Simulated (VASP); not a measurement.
Ge:

```xyz
2
Lattice="0.0000 2.8289 2.8289 2.8289 0.0000 2.8289 2.8289 2.8289 0.0000" Properties=species:S:1:pos:R:3 pbc="T T T"
Ge    4.2434    4.2434    4.2434
Ge    2.8289    2.8289    2.8289
```

| Quantity | Value |
| --- | --- |
| Program | VASP 6.6.1 |
| Task | relaxation of cell and atoms |
| Functional | HF |
| Potentials or basis | VASP PAW PBE potentials, release 64 (Ge_d) |
| Cutoff | 600 eV |
| k mesh | 4 × 4 × 4 |
| Occupations | fermi-dirac, width 0.05 eV |
| Spin | no spin polarisation |

At the start: pressure 3.7 GPa; volume 22.64 Å³/atom.

Task: How do energy, volume and symmetry change on relaxing?

Result: Over 3 steps the energy falls by 10.4 meV/atom and the volume is 23.57 Å³/atom (+4.1 %); space group Fd-3m (No. 227, to 0.05 Å).

Step by step:
```csv
step,energy change (eV),largest force (eV/Å),pressure (GPa),volume (Å³)
1,0.0000,0.0000,3.75,45.28
2,-0.0057,0.0000,-2.79,48.84
3,-0.0208,0.0000,0.01,47.15
```

Final structure:
```yaml
crystal:
  lattice:
    - [0.00000, 2.86729, 2.86729]
    - [2.86729, 0.00000, 2.86729]
    - [2.86729, 2.86729, 0.00000]
  atoms:
    - { symbol: Ge, position: [0.75000, 0.75000, 0.75000] }
    - { symbol: Ge, position: [0.50000, 0.50000, 0.50000] }
```

Caveat: the k mesh is coarse (spacing up to 0.48 Å⁻¹), so the values aren't converged, least of all with exact exchange; the PAW data sets were made with another functional, which shifts forces and pressure a little.
